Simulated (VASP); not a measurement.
# BN (P6_3/mmc) in VASP: electric field gradients with PBEsol

Aim: the electric field gradients of BN with PBEsol.

Program: VASP 6.6.1. These are calculated values, not measurements. Logs are shortened: lines on timing, memory, paths and dates and some standing lists are left out, and cuts for length are marked.

## Step 1: Starting point

Symmetry: P6_3/mmc, No. 194, hexagonal system. Conventional cell: a = 2.498 Å, b = 2.498 Å, c = 6.636 Å, α = 90.00°, β = 90.00°, γ = 120.00°. B (site symmetry -6m2) is surrounded by 3 N at 1.44 Å. Around N (site symmetry -6m2) lie 3 B at 1.44 Å.

## Step 2: Electric field gradients, PBEsol

Input file INCAR:

```
SYSTEM = BN
ALGO = Normal
EDIFF = 1E-7
ENCUT = 600
GGA = PS
ISIF = 2
ISMEAR = -1
LASPH = .True.
LCHARG = .False.
LEFG = .True.
LREAL = .False.
LWAVE = .False.
NELM = 80
PREC = Accurate
SIGMA = 0.02
```

Input file KPOINTS:

```
k-points
0
Gamma
  10 10 4
  0 0 0
```

Input file POSCAR:

```
BN
1.0
    2.4982400000      0.0000000000      0.0000000000
   -1.2491200000      2.1635393048      0.0000000000
    0.0000000000      0.0000000000      6.6357000000
B N
2 2
Direct
    0.3333333333      0.6666666667      0.2500000000
    0.6666666667      0.3333333333      0.7500000000
    0.3333333333      0.6666666667      0.7500000000
    0.6666666667      0.3333333333      0.2500000000
```

Potentials or basis: VASP PAW PBE potentials, release 64 (B, N).

Launch:

```bash
cat potpaw_PBE.64/B/POTCAR potpaw_PBE.64/N/POTCAR > POTCAR
mpirun -np 1 vasp_std > vasp.out
```

OUTCAR:

```text
SYSTEM = BN
   EDIFF = 1E-7
   ENCUT = 600
   GGA = PS
   ISIF = 2
   ISMEAR = -1
   LASPH = .True.
   LREAL = .False.
   NELM = 80
   PREC = Accurate

 ion  position               nearest neighbor table
   1  0.333  0.667  0.250-   4 1.44   4 1.44   4 1.44
   2  0.667  0.333  0.750-   3 1.44   3 1.44   3 1.44
   3  0.333  0.667  0.750-   2 1.44   2 1.44   2 1.44
   4  0.667  0.333  0.250-   1 1.44   1 1.44   1 1.44

  LATTYP: Found a hexagonal cell.
 ALAT       =     2.4982400000
 C/A-ratio  =     2.6561499296

  Lattice vectors:

 A1 = (   2.4982400000,   0.0000000000,   0.0000000000)
 A2 = (  -1.2491200000,   2.1635393048,   0.0000000000)
 A3 = (   0.0000000000,   0.0000000000,   6.6357000000)

Analysis of symmetry for initial positions (statically):
=====================================================================
 Subroutine PRICEL returns:
 Original cell was already a primitive cell.

 Routine SETGRP: Setting up the symmetry group for a
 hexagonal supercell.

 Subroutine GETGRP returns: Found 24 space group operations
 (whereof 12 operations were pure point group operations)
 out of a pool of 24 trial point group operations.

The static configuration has the point symmetry D_3d.
 The point group associated with its full space group is D_6h.

Analysis of symmetry for dynamics (positions and initial velocities):
=====================================================================
 Subroutine PRICEL returns:
 Original cell was already a primitive cell.

 Routine SETGRP: Setting up the symmetry group for a
 hexagonal supercell.

 Subroutine GETGRP returns: Found 24 space group operations
 (whereof 12 operations were pure point group operations)
 out of a pool of 24 trial point group operations.

The dynamic configuration has the point symmetry D_3d.
 The point group associated with its full space group is D_6h.

 Subroutine INISYM returns: Found 24 space group operations
 (whereof 12 operations are pure point group operations),
 and found     1 'primitive' translations

----------------------------------------------------------------------------------------

[... 157 lines left out ...]
      4      -1.9239      2.00000
      5       0.9264      2.00000
      6       0.9264      2.00000
      7       0.9637      2.00000
      8       0.9638      2.00000
      9       7.2821      0.00000
     10      12.4336      0.00000
     11      13.7869      0.00000
     12      13.7871      0.00000
[... 331 lines left out ...]
 k-point    24 :       0.4000    0.1000    0.2500
  band No.  band energies     occupation
      1     -12.3730      2.00000
      2     -12.2975      2.00000
      3      -6.3859      2.00000
      4      -6.3314      2.00000
      5      -2.4153      2.00000
      6      -2.3643      2.00000
      7       0.7889      2.00000
      8       1.6180      2.00000
      9       6.8718      0.00000
     10       7.7394      0.00000
     11      12.5320      0.00000
     12      13.0430      0.00000

 [... further k-points ...]

------------------------ aborting loop because EDIFF is reached ----------------------------------------

  FORCE on cell =-STRESS in cart. coord.  units (eV):
  Direction    XX          YY          ZZ          XY          YZ          ZX
  --------------------------------------------------------------------------------------
  -------------------------------------------------------------------------------------
  Total        0.6896206      0.6896206      0.1517905      0.0000000     -0.0000000      0.0000000
  in kB       30.8059870     30.8059870      6.7806231      0.0000000     -0.0000000      0.0000000
  external PRESSURE =      22.7975323 kB  Pullay stress =       0.0000000 kB

 VOLUME and BASIS-vectors are now :
 -----------------------------------------------------------------------------
  energy-cutoff  :      600.00
  volume of cell :       35.87
      direct lattice vectors                 reciprocal lattice vectors
     2.498240000  0.000000000  0.000000000     0.400281798  0.231102804  0.000000000
    -1.249120000  2.163539305  0.000000000     0.000000000  0.462205608  0.000000000
     0.000000000  0.000000000  6.635700000     0.000000000  0.000000000  0.150700002

 POSITION                                       TOTAL-FORCE (eV/Angst)
 -----------------------------------------------------------------------------------
     -0.00000      1.44236      1.65892        -0.000000      0.000000      0.000000
      1.24912      0.72118      4.97677         0.000000     -0.000000      0.000000
     -0.00000      1.44236      4.97677        -0.000000     -0.000000      0.000000
      1.24912      0.72118      1.65892        -0.000000      0.000000      0.000000
 -----------------------------------------------------------------------------------
    total drift:                                0.000000     -0.000000      0.000000

  FREE ENERGIE OF THE ION-ELECTRON SYSTEM (eV)
  ---------------------------------------------------
  free  energy   TOTEN  =       -36.5698066565 eV

  energy  without entropy=      -36.5698066565  energy(sigma->0) =      -36.56980666

 Electric field gradients (V/A^2)
---------------------------------------------------------------------
 ion       V_xx      V_yy      V_zz      V_xy      V_xz      V_yz
---------------------------------------------------------------------
   1     -17.358   -17.358    34.716     0.000    -0.000     0.000
   2     -17.358   -17.358    34.716     0.000     0.000    -0.000
   3      -2.560    -2.561     5.121    -0.001     0.000    -0.000
   4      -2.560    -2.561     5.121    -0.001    -0.000     0.000
---------------------------------------------------------------------

 Electric field gradients after diagonalization (V/A^2)
 (convention: |V_zz| > |V_xx| > |V_yy|)
----------------------------------------------------------------------
 ion       V_xx      V_yy      V_zz     asymmetry (V_yy - V_xx)/ V_zz
----------------------------------------------------------------------
   1     -17.358   -17.358    34.716       0.000
   2     -17.358   -17.358    34.716       0.000
   3      -2.561    -2.560     5.121       0.000
   4      -2.561    -2.560     5.121       0.000
----------------------------------------------------------------------

           NMR quadrupolar parameters

 Cq : quadrupolar parameter    Cq=e*Q*V_zz/h
 eta: asymmetry parameters     (V_yy - V_xx)/ V_zz
 Q  : nuclear electric quadrupole moment in mb (millibarn)
----------------------------------------------------------------------
 ion       Cq(MHz)       eta       Q (mb)
----------------------------------------------------------------------
   1       0.084       0.000       1.000
   2       0.084       0.000       1.000
   3       0.012       0.000       1.000
   4       0.012       0.000       1.000
----------------------------------------------------------------------
```

OSZICAR:

```text
N       E                     dE             d eps       ncg     rms          rms(c)
DAV:   1     0.761638920282E+02    0.76164E+02   -0.90394E+03  1008   0.139E+03
DAV:   2    -0.350205591747E+02   -0.11118E+03   -0.10005E+03  1492   0.291E+02
DAV:   3    -0.399944187574E+02   -0.49739E+01   -0.49359E+01  1296   0.660E+01
DAV:   4    -0.400472188721E+02   -0.52800E-01   -0.52757E-01  1260   0.722E+00
DAV:   5    -0.400479858549E+02   -0.76698E-03   -0.76689E-03  1272   0.858E-01    0.111E+01
DAV:   6    -0.369613302589E+02    0.30867E+01   -0.75085E+00  1172   0.235E+01    0.505E+00
DAV:   7    -0.366586593136E+02    0.30267E+00   -0.46885E-01  1272   0.635E+00    0.307E+00
DAV:   8    -0.365725161548E+02    0.86143E-01   -0.27192E-01  1192   0.407E+00    0.409E-01
DAV:   9    -0.365691379561E+02    0.33782E-02   -0.12191E-02  1220   0.102E+00    0.173E-01
DAV:  10    -0.365697363847E+02   -0.59843E-03   -0.89508E-04  1224   0.261E-01    0.349E-02
DAV:  11    -0.365698082050E+02   -0.71820E-04   -0.13086E-04  1268   0.106E-01    0.218E-02
DAV:  12    -0.365698064411E+02    0.17639E-05   -0.32010E-05  1180   0.509E-02    0.310E-03
DAV:  13    -0.365698066062E+02   -0.16510E-06   -0.12978E-06  1288   0.103E-02    0.995E-04
DAV:  14    -0.365698066565E+02   -0.50354E-07   -0.97896E-08   832   0.270E-03
   1 F= -.36569807E+02 E0= -.36569807E+02  d E =-.939621E-12
```

stdout:

```text
POSCAR found type information on POSCAR B N
 POSCAR found :  2 types and       4 ions
 scaLAPACK will be used
 -----------------------------------------------------------------------------
|                                                                             |
|                                                                             |
|     You enforced a specific xc type in the INCAR file but a different       |
|     I HOPE YOU KNOW WHAT YOU ARE DOING!                                     |
|                                                                             |
 -----------------------------------------------------------------------------

 LDA part: xc-table for (Slater+PW92), standard interpolation
 POSCAR, INCAR and KPOINTS ok, starting setup
 FFT: planning ... GRIDC
 FFT: planning ... GRID_SOFT
 FFT: planning ... GRID
 WAVECAR not read
 entering main loop
ion   1

ion   2

ion   3

ion   4
```

Run time: 16 s. Hardware: 1 thread of Intel Xeon Platinum 8375C at 2.90GHz (Ice Lake), shared host; peak memory 0.15 GiB.

Results:

- Free energy: -36.5698 eV
- Pressure: 2.3 GPa
- Band gap on the k mesh: 4.13 eV, indirect (least direct gap 4.61 eV)

Electric field gradients, principal values (V/Å²):
| atom | Vxx | Vyy | Vzz |
| --- | --- | --- | --- |
| 1 B | -17.358 | -17.358 | 34.716 |
| 2 B | -17.358 | -17.358 | 34.716 |
| 3 N | -2.560 | -2.561 | 5.121 |
| 4 N | -2.560 | -2.561 | 5.121 |

Caveat: the PAW data sets were made with another functional, which shifts forces and pressure a little; this functional lacks dispersion, which binds the layers, so the pressure and a relaxed spacing across them are unreliable.
